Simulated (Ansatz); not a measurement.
# Si2Mo: scans of the energy surface

This session takes Si2Mo and sets out to strain the cell along the Voigt pattern (1, -1, 0, 0, 0, 0) and compute energies and forces of randomly disturbed cells.

Computed with Ansatz 0.2.0 (DFT r2SCAN, scalar-relativistic, plane waves, PAW, unless a step's input says otherwise).

1 further run of the same task is left out (set aside as unsound or not needed). Runs told in other sessions of the task aren't counted.

## (1) Starting point

It takes space group P6_222 (No. 180, hexagonal). The conventional cell has a = 4.584 Å, b = 4.584 Å, c = 6.577 Å, α = 90.00°, β = 90.00°, γ = 120.00°. Si (site symmetry 2) is surrounded by 5 Si at 2.55 to 2.67 Å and 5 Mo at 2.57 to 2.67 Å. Around Mo (site symmetry 222) lie 10 Si at 2.57 to 2.67 Å.

Coordinates:

```cif
data_structure
_symmetry_space_group_name_H-M 'P6_222'
_symmetry_Int_Tables_number 180
_cell_length_a 4.5840
_cell_length_b 4.5840
_cell_length_c 6.5768
_cell_angle_alpha 90.000
_cell_angle_beta 90.000
_cell_angle_gamma 120.000
_cell_volume 119.68
loop_
_atom_site_label
_atom_site_type_symbol
_atom_site_symmetry_multiplicity
_atom_site_Wyckoff_symbol
_atom_site_fract_x
_atom_site_fract_y
_atom_site_fract_z
_atom_site_occupancy
Si1 Si 6 j 0.16386 0.83614 0.83333 1
Mo1 Mo 3 d 0.50000 0.00000 0.50000 1
```

It goes back to an entry of the Materials Project, which need not be the stable form.

It is the result of an earlier relaxation at this level (volume 13.30 Å³/atom; gap on the mesh: 0.16 eV).

## (2) The reference cell

Reference values: F = -18741.1595 eV; pressure 0.00 GPa; largest force 0.000 eV/Å; gap on the mesh 0.16 eV. It was computed beforehand with the settings of the runs below.

## (3) The scan: energy and stress against strain

The cell is strained by ε times the Voigt pattern (1, -1, 0, 0, 0, 0) (xx, yy, zz, yz, xz, xy; engineering shear), with fractional coordinates fixed (clamped ions). The stress on the pattern is the sum of the stress components weighted by it, tension positive.

## (4) Point ε = -0.0400

Input file input.yaml:

```yaml
crystal:
  lattice:
    - [4.4006178567, 0.0, 0.0]
    - [-2.2003089284, 4.1286340943, 0.0]
    - [0.0, 0.0, 6.5768413691]
  atoms:
    - { symbol: Si, position: [0.163860372, 0.836139628, 0.8333333333] }
    - { symbol: Si, position: [0.327720744, 0.163860372, 0.1666666667] }
    - { symbol: Si, position: [0.836139628, 0.672279256, 0.5] }
    - { symbol: Si, position: [0.836139628, 0.163860372, 0.8333333333] }
    - { symbol: Si, position: [0.672279256, 0.836139628, 0.1666666667] }
    - { symbol: Si, position: [0.163860372, 0.327720744, 0.5] }
    - { symbol: Mo, position: [0.5, 0.0, 0.5] }
    - { symbol: Mo, position: [0.0, 0.5, 0.1666666667] }
    - { symbol: Mo, position: [0.5, 0.5, 0.8333333333] }
basis:
  ecutwfc: 500
kpoints:
  mp_grid: { grid: [12, 12, 6] }
hamiltonian:
  xc: r2scan
scf:
  occupations: { method: gaussian, width: 0.03 }
output:
  forces: true
  stress: true
  eigenvalues: true
```

Run with:

```sh
$ ansatz run input.yaml --threads 2 --pin off --max-ram 5120MiB --backend cpu --events-out ev --progress --plain --runs-dir out
```

The log of the run (excerpt; [...] marks lines left out):

```text
Warning: RAYON_NUM_THREADS=2 ignored (pool sized by the plan → 2); use --threads N
[...]
Pseudopotentials: kind: paw
Pseudopotential: Si, paw, valence charge 4, recommended cutoff 500 eV (meta_gga), Si.paw.azcp
Pseudopotential: Mo, paw, valence charge 14, recommended cutoff 500 eV (meta_gga), Mo.paw.azcp
Functional definition: r2SCAN
[...]
Crystal: 9 atoms, lattice volume = 119.492 Å³
Basis set: ecut = 500 eV, 3029 PW (Γ), exchange–correlation on 144×144×192 points (64 copies of the dense FFT grid, shifted against one another)
Bands: 42, of which v1, the nominal top of the filled ones, is band 33 counted from 1 (32 counted from 0)
Symmetry: 4 space group operations
Space group: C222 (ITA 21), of the structure as read, at distance tolerance 4.9e-5 Å
k-points: 172 of 864 (time reversal used)
[...]
SCF iter   1: F=—  HF=-18740.624399 eV  |F-HF|=—  |Δ(HF+E_count)|=         —  Δρ=9.79e-3  dr2=8.61e-2  dr2_τ=1.04e-1  ethr=1.77e-3  ⟨swp⟩=7.5  Hψ=32616  notcnv=0  defer=19
[...]
SCF iter   8: F=-18740.739051 eV  HF=-18740.739051 eV  |F-HF|=1.24e-8  |Δ(HF+E_count)|=   3.91e-7  Δρ=3.75e-6  dr2=1.73e-8  dr2_τ=1.29e-9  ethr=1.52e-10  ⟨swp⟩=11.6  Hψ=38589  notcnv=0
[...]
SCF converged after 8 iterations
Free energy (F): -18740.739051 eV
[...]
E sigma→0 (E₀):  -18740.739025 eV
Entropy (-TS):   -0.000052 eV (-0.006 meV/atom)
Fermi energy:    16.784049 eV
[...]
--- Forces (eV/Å), atoms counted from 1 ---
  atom   1  Si     0.04555936    -0.05656727     0.02342523
  atom   2  Si     0.04555936     0.05656727    -0.02342523
  atom   3  Si    -0.00000000     0.11135723     0.00000000
  atom   4  Si    -0.04555936     0.05656727     0.02342523
  atom   5  Si    -0.04555936    -0.05656727    -0.02342523
  atom   6  Si     0.00000000    -0.11135723     0.00000000
  atom   7  Mo     0.00000000     0.00000000     0.00000000
  atom   8  Mo     0.00000000     0.00000000     0.06281420
[...]
--- Stress (GPa, compression-positive) ---
       15.741102       0.000000       0.000000
        0.000000     -11.638396       0.000000
        0.000000       0.000000       0.060203
  P = ⅓ Tr σ = 1.3876 GPa (13.876 kbar)
--- Band table (eV; the first three rows and the last of 172) ---
[...]
```

Wall time 2.3 min (2 threads of Intel Xeon at 2.50GHz (Skylake/Cascade Lake), shared host); peak memory 1.1 GiB.

## (5) At ε = 0.0300

Changes to input.yaml since step 4:

```diff
@@ -2,4 +2,4 @@
   lattice:
-    - [4.4006178567, 0.0, 0.0]
-    - [-2.2003089284, 4.1286340943, 0.0]
+    - [4.7214962421, 0.0, 0.0]
+    - [-2.3607481211, 3.850745261, 0.0]
     - [0.0, 0.0, 6.5768413691]
```

Run with:

```sh
$ ansatz run input.yaml --threads 2 --pin off --max-ram 5120MiB --backend cpu --events-out ev --progress --plain --runs-dir out
```

The log of the run (excerpt; [...] marks lines left out):

```text
[...]
SCF converged after 8 iterations
Free energy (F): -18740.903883 eV
[...]
E sigma→0 (E₀):  -18740.903879 eV
Entropy (-TS):   -0.000008 eV (-0.001 meV/atom)
Fermi energy:    16.751970 eV
[...]
--- Forces (eV/Å), atoms counted from 1 ---
  atom   1  Si    -0.03537982    -0.00326136    -0.03568528
  atom   2  Si    -0.03537982     0.00326136     0.03568528
  atom   3  Si     0.00000000    -0.07182859     0.00000000
  atom   4  Si     0.03537982     0.00326136    -0.03568528
  atom   5  Si     0.03537982    -0.00326136     0.03568528
  atom   6  Si    -0.00000000     0.07182859     0.00000000
  atom   7  Mo     0.00000000     0.00000000     0.00000000
  atom   8  Mo     0.00000000     0.00000000     0.00597333
[...]
--- Stress (GPa, compression-positive) ---
      -10.319589      -0.000000       0.000000
       -0.000000      12.816221       0.000000
        0.000000      -0.000000       0.072808
  P = ⅓ Tr σ = 0.8565 GPa (8.565 kbar)
--- Band table (eV; the first three rows and the last of 172) ---
[...]
```

It took 2.3 min on 2 threads of Intel Xeon at 2.50GHz (Skylake/Cascade Lake), shared host; peak memory 1.1 GiB.

## (6) At ε = -0.0200

Changes to input.yaml since step 5:

```diff
@@ -2,4 +2,4 @@
   lattice:
-    - [4.7214962421, 0.0, 0.0]
-    - [-2.3607481211, 3.850745261, 0.0]
+    - [4.4922973954, 0.0, 0.0]
+    - [-2.2461486977, 4.0492372848, 0.0]
     - [0.0, 0.0, 6.5768413691]
```

Run with:

```sh
$ ansatz run input.yaml --threads 2 --pin off --max-ram 5120MiB --backend cpu --events-out ev --progress --plain --runs-dir out
```

The log of the run (excerpt; [...] marks lines left out):

```text
Warning: RAYON_NUM_THREADS=2 ignored (pool sized by the plan → 2); use --threads N
[...]
[... 4 set-up lines as earlier in the session ...]
[...]
Crystal: 9 atoms, lattice volume = 119.635 Å³
Basis set: ecut = 500 eV, 3033 PW (Γ), exchange–correlation on 144×144×192 points (64 copies of the dense FFT grid, shifted against one another)
Bands: 42, of which v1, the nominal top of the filled ones, is band 33 counted from 1 (32 counted from 0)
[... 2 set-up lines as earlier in the session ...]
k-points: 172 of 864 (time reversal used)
[...]
SCF converged after 8 iterations
Free energy (F): -18741.052110 eV
[...]
E sigma→0 (E₀):  -18741.052107 eV
Entropy (-TS):   -0.000005 eV (-0.001 meV/atom)
Fermi energy:    16.766240 eV
[...]
--- Forces (eV/Å), atoms counted from 1 ---
  atom   1  Si     0.02276096    -0.02332305     0.01505623
  atom   2  Si     0.02276096     0.02332305    -0.01505623
  atom   3  Si     0.00000000     0.05753432    -0.00000000
  atom   4  Si    -0.02276096     0.02332305     0.01505623
  atom   5  Si    -0.02276096    -0.02332305    -0.01505623
  atom   6  Si    -0.00000000    -0.05753432     0.00000000
  atom   7  Mo    -0.00000000     0.00000000     0.00000000
  atom   8  Mo     0.00000000     0.00000000     0.02229684
[...]
--- Stress (GPa, compression-positive) ---
        7.625643      -0.000000      -0.000000
       -0.000000      -6.573599       0.000000
       -0.000000       0.000000       0.017408
  P = ⅓ Tr σ = 0.3565 GPa (3.565 kbar)
--- Band table (eV; the first three rows and the last of 172) ---
[...]
```

Run time: 2.1 min. Hardware: 2 threads of Intel Xeon at 2.50GHz (Skylake/Cascade Lake), shared host; peak memory 1.1 GiB.

## (7) ε = 0.0100

Changes to input.yaml since step 6:

```diff
@@ -2,4 +2,4 @@
   lattice:
-    - [4.4922973954, 0.0, 0.0]
-    - [-2.2461486977, 4.0492372848, 0.0]
+    - [4.6298167034, 0.0, 0.0]
+    - [-2.3149083517, 3.9301420705, 0.0]
     - [0.0, 0.0, 6.5768413691]
```

Run with:

```sh
$ ansatz run input.yaml --threads 2 --pin off --max-ram 5120MiB --backend cpu --events-out ev --progress --plain --runs-dir out
```

The log of the run (excerpt; [...] marks lines left out):

```text
Warning: RAYON_NUM_THREADS=2 ignored (pool sized by the plan → 2); use --threads N
[...]
[... 4 set-up lines as earlier in the session ...]
[...]
Crystal: 9 atoms, lattice volume = 119.671 Å³
Basis set: ecut = 500 eV, 3061 PW (Γ), exchange–correlation on 144×144×192 points (64 copies of the dense FFT grid, shifted against one another)
Bands: 42, of which v1, the nominal top of the filled ones, is band 33 counted from 1 (32 counted from 0)
[... 2 set-up lines as earlier in the session ...]
k-points: 172 of 864 (time reversal used)
[...]
SCF converged after 8 iterations
Free energy (F): -18741.131743 eV
[...]
E sigma→0 (E₀):  -18741.131743 eV
Entropy (-TS):   -0.000000 eV (-0.000 meV/atom)
Fermi energy:    16.750810 eV
[...]
--- Forces (eV/Å), atoms counted from 1 ---
  atom   1  Si    -0.01204375     0.00541298    -0.01015244
  atom   2  Si    -0.01204375    -0.00541298     0.01015244
  atom   3  Si     0.00000000    -0.02656901     0.00000000
  atom   4  Si     0.01204375    -0.00541298    -0.01015244
  atom   5  Si     0.01204375     0.00541298     0.01015244
  atom   6  Si     0.00000000     0.02656901     0.00000000
  atom   7  Mo     0.00000000     0.00000000     0.00000000
  atom   8  Mo     0.00000000     0.00000000    -0.00315792
[...]
--- Stress (GPa, compression-positive) ---
       -3.598548       0.000000       0.000000
        0.000000       3.872232       0.000000
        0.000000       0.000000       0.003607
  P = ⅓ Tr σ = 0.0924 GPa (0.924 kbar)
--- Band table (eV; the first three rows and the last of 172) ---
[...]
```

Wall time 2.2 min (2 threads of Intel Xeon at 2.50GHz (Skylake/Cascade Lake), shared host); peak memory 1.1 GiB.

## (8) The scan collected

The scan, with free energies counted from the undisturbed cell:

```tsv
ε	ΔE (meV/atom)	stress on the pattern (GPa)	pressure (GPa)	gap on the mesh (eV)
-0.0400	46.7	-27.38	1.4	0.00
-0.0200	11.9	-14.20	0.4	0.09
0.0000	0.0	0.00	0.0	0.16
0.0100	3.1	7.47	0.1	0.14
0.0300	28.4	23.14	0.9	0.09
```

## (9) Setting up random displacements

All atoms are moved at random with no net shift, in some cells together with a random strain.

## (10) rms move = 0.055 Å

Input file input.yaml:

```yaml
crystal:
  lattice:
    - [4.6531814676, 0.0749333524, -0.1550553533]
    - [-2.2616965471, 3.6833949231, 0.0883116815]
    - [-0.2224650074, 0.0178658789, 6.8501372769]
  atoms:
    - { symbol: Si, position: [0.1558675364, 0.8189059011, 0.839075472] }
    - { symbol: Si, position: [0.3090178644, 0.1582889333, 0.1629114193] }
    - { symbol: Si, position: [0.8376568263, 0.6725482671, 0.5020257461] }
    - { symbol: Si, position: [0.8506681429, 0.1637025505, 0.8361786517] }
    - { symbol: Si, position: [0.6731274593, 0.8440968523, 0.1604431626] }
    - { symbol: Si, position: [0.1708401588, 0.3304708956, 0.495719076] }
    - { symbol: Mo, position: [0.5010506175, 0.008286888, 0.501593219] }
    - { symbol: Mo, position: [0.0029223019, 0.4973867661, 0.1725101126] }
    - { symbol: Mo, position: [0.4988490924, 0.506312946, 0.8295431407] }
basis:
  ecutwfc: 500
kpoints:
  mp_grid: { grid: [12, 12, 6] }
hamiltonian:
  xc: r2scan
scf:
  occupations: { method: gaussian, width: 0.03 }
output:
  forces: true
  stress: true
  eigenvalues: true
  write_density: true
  write_potential: true
  elf: true
  volumetric_format: npy
```

Run with:

```sh
$ ansatz run input.yaml --threads 2 --pin off --max-ram 5120MiB --backend cpu --events-out ev --progress --plain --runs-dir out
```

The log of the run (excerpt; [...] marks lines left out):

```text
Warning: RAYON_NUM_THREADS=2 ignored (pool sized by the plan → 2); use --threads N
[...]
[... 4 set-up lines as earlier in the session ...]
[...]
Crystal: 9 atoms, lattice volume = 118.439 Å³
Basis set: ecut = 500 eV, 3015 PW (Γ), exchange–correlation on 144×128×200 points (64 copies of the dense FFT grid, shifted against one another)
Bands: 42, of which v1, the nominal top of the filled ones, is band 33 counted from 1 (32 counted from 0)
Symmetry: 1 space group operations
Space group: P1 (ITA 1), of the structure as read, at distance tolerance 4.9e-5 Å
k-points: 436 of 864 (time reversal used)
[...]
SCF converged after 8 iterations
Free energy (F): -18739.805422 eV
[...]
E sigma→0 (E₀):  -18739.805422 eV
Entropy (-TS):   -0.000001 eV (-0.000 meV/atom)
Fermi energy:    16.586226 eV
[...]
--- Forces (eV/Å), atoms counted from 1 ---
  atom   1  Si     0.28800954     0.88024124    -0.52102700
  atom   2  Si     0.74894305     0.50734753     0.46033523
  atom   3  Si    -0.04980913     0.01041600    -0.09505484
  atom   4  Si    -0.57223674     0.20788515    -0.61273436
  atom   5  Si    -0.29540472    -0.72612019     0.57990339
  atom   6  Si    -0.13325767    -0.13452046     0.34021416
  atom   7  Mo     0.29056176    -0.35112309    -0.19715102
  atom   8  Mo    -0.65925331     0.55902338    -1.03712492
[...]
--- Stress (GPa, compression-positive) ---
       -4.540955      -6.236192       9.690708
       -6.236192      29.934506      -1.267521
        9.690708      -1.267520      -8.712884
  P = ⅓ Tr σ = 5.5602 GPa (55.602 kbar)
--- Band table (eV; the first three rows and the last of 436) ---
[...]
```

It took 8.1 min on 2 threads of Intel Xeon at 2.50GHz (Skylake/Cascade Lake), shared host; peak memory 2.1 GiB.

Density in a lattice plane of the grid's cell (edges 4.66 and 4.32 Å, at 0.160 of the third edge), which holds Si and Mo.

Ten even steps from ' ' (0.05 e/Å³) to '@' (6.50 e/Å³):
```
                                                
                                                
                                                
                                                
....::::....                                    
--==++==--..                                ..::
##%%%%**==::                              ..::++
@@@@@@##==..                            ..--**%%
@@@@@@**::..                            ::++@@@@
@@@@**--..                            ..--##@@@@
##++--..                              ..==**%%%%
--::..                                ..--==++++
..                                    ....::::..
                                          ..    
                                                
                                                
                                                
                                                
```
Columns run along the first of these edges and rows up along the second, over one cell in 24 and 18 even steps from the bottom left corner. Atoms in the plane (fractional): Si at (0.31, 0.16), Si at (0.67, 0.84), Mo at (0.00, 0.50).

ELF in the same plane.

Ten even steps from '0' (0.21) to '9' (0.76):
```
788999987655664211124788
778888766556641022015887
544444334567730141037876
111111113588620000489852
134432003689730015897410
678874113688753468873114
989995103688776787520268
658994013677777764102798
148972025677666541016995
589730257777766530048985
886313688766777520159998
642147985435787520147888
102589731013787520124543
136996201003787421112210
568962033004776444444444
788730020025665677888877
888631111356556789999988
788765556665566765567888
```
Columns run along the first of these edges and rows up along the second, over one cell in 24 and 18 even steps from the bottom left corner. Atoms in the plane (fractional): Si at (0.31, 0.16), Si at (0.67, 0.84), Mo at (0.00, 0.50).

Both are smooth fields of the valence electrons: close to the nuclei they are not physical.

The highest ELF values outside the cores: 0.77 on the Si–Mo line, 0.9 Å from Si; 0.76 on the Si–Si line, 1.0 Å from Si; 0.73 beside Si, off the lines to its neighbours, 0.9 Å from Si.

## (11) rms move = 0.047 Å

Input file input.yaml:

```yaml
crystal:
  lattice:
    - [4.710934214, 0.0525414813, -0.0197765541]
    - [-2.3099648495, 3.9654661671, 0.0174249356]
    - [-0.0283743267, 0.0124859948, 6.5440923675]
  atoms:
    - { symbol: Si, position: [0.1744109024, 0.8350648848, 0.8373007245] }
    - { symbol: Si, position: [0.3339021972, 0.1756794638, 0.1622013559] }
    - { symbol: Si, position: [0.8397559279, 0.6817612561, 0.5003490934] }
    - { symbol: Si, position: [0.8351692892, 0.159192862, 0.8275963892] }
    - { symbol: Si, position: [0.6666340065, 0.8291091273, 0.1716581616] }
    - { symbol: Si, position: [0.1543708309, 0.3149302197, 0.5048739427] }
    - { symbol: Mo, position: [0.505711188, -0.0015622216, 0.4980612965] }
    - { symbol: Mo, position: [-0.0054126888, 0.5037377752, 0.169328485] }
    - { symbol: Mo, position: [0.4954583467, 0.5020866327, 0.8286305513] }
basis:
  ecutwfc: 500
kpoints:
  mp_grid: { grid: [12, 12, 6] }
hamiltonian:
  xc: r2scan
scf:
  occupations: { method: gaussian, width: 0.03 }
output:
  forces: true
  stress: true
  eigenvalues: true
```

Run with:

```sh
$ ansatz run input.yaml --threads 2 --pin off --max-ram 5120MiB --backend cpu --events-out ev --progress --plain --runs-dir out
```

The log of the run (excerpt; [...] marks lines left out):

```text
Warning: RAYON_NUM_THREADS=2 ignored (pool sized by the plan → 2); use --threads N
[...]
[... 4 set-up lines as earlier in the session ...]
[...]
Crystal: 9 atoms, lattice volume = 123.042 Å³
Basis set: ecut = 500 eV, 3147 PW (Γ), exchange–correlation on 144×144×192 points (64 copies of the dense FFT grid, shifted against one another)
Bands: 42, of which v1, the nominal top of the filled ones, is band 33 counted from 1 (32 counted from 0)
[... 1 set-up line as earlier in the session ...]
Space group: P1 (ITA 1), of the structure as read, at distance tolerance 5.0e-5 Å
k-points: 436 of 864 (time reversal used)
[...]
SCF converged after 9 iterations
Free energy (F): -18740.870663 eV
[...]
E sigma→0 (E₀):  -18740.870640 eV
Entropy (-TS):   -0.000046 eV (-0.005 meV/atom)
Fermi energy:    16.259804 eV
[...]
--- Forces (eV/Å), atoms counted from 1 ---
  atom   1  Si    -0.35145175     0.08646952    -0.27054565
  atom   2  Si    -0.15861410    -0.46108084     0.38470377
  atom   3  Si     0.25494750    -0.48800462     0.07391206
  atom   4  Si    -0.07165115     0.15974021     0.67225760
  atom   5  Si     0.01433085     0.45689481    -0.47863977
  atom   6  Si     0.16321478     0.52194408    -0.58904625
  atom   7  Mo    -0.80904973     0.22135472     0.14762085
  atom   8  Mo     0.52352704    -0.28925522    -0.39407557
[...]
--- Stress (GPa, compression-positive) ---
      -10.237929      -3.510484       1.097443
       -3.510484      -2.549346      -1.168702
        1.097443      -1.168702      -1.352650
  P = ⅓ Tr σ = -4.7133 GPa (-47.133 kbar)
--- Band table (eV; the first three rows and the last of 436) ---
[...]
```

It took 7 min on 2 threads of Intel Xeon at 2.50GHz (Skylake/Cascade Lake), shared host; peak memory 2.1 GiB.

## (12) Results of the scan

Collected from the runs (energy zero: the undisturbed cell):

```tsv
rms move (Å)	ΔE (meV/atom)	largest force (eV/Å)	shortest distance (Å)	pressure (GPa)	gap on the mesh (eV)
0.000	0.0	0.00	2.55	0.0	0.16
0.047	32.1	0.85	2.49	-4.7	0.00
0.055	150.5	1.49	2.43	5.6	0.00
```

## (13) Outcome

```
                                                                                                 quantity                                     value
slope of the stress at ε = 0, from the points at -0.0200, 0 and 0.0100 (energy and stress against strain)                                   735 GPa
                                                                    costliest cell (random displacements)  150.5 meV/atom at an rms move of 0.055 Å
```

In words: Energy and stress against strain: the slope of the stress at zero strain, 735 GPa, estimates C11 + C22 − 2 C12 with clamped ions in this Cartesian frame; letting the atoms relax could not make it stiffer. The undisturbed cell stays the lowest of the sampled points. The gap on the mesh, 0.16 eV at the start, reads zero at ε = -0.0400. Random displacements: the cost runs from 32.1 to 150.5 meV/atom. Energy over the square of the rms move lies between 14.6 and 50.1 eV/Å² per atom; a harmonic solid under isotropic random moves would keep it roughly constant, while strain and close contacts change it. The gap on the mesh, 0.16 eV at the start, reads zero at rms move = 0.047.
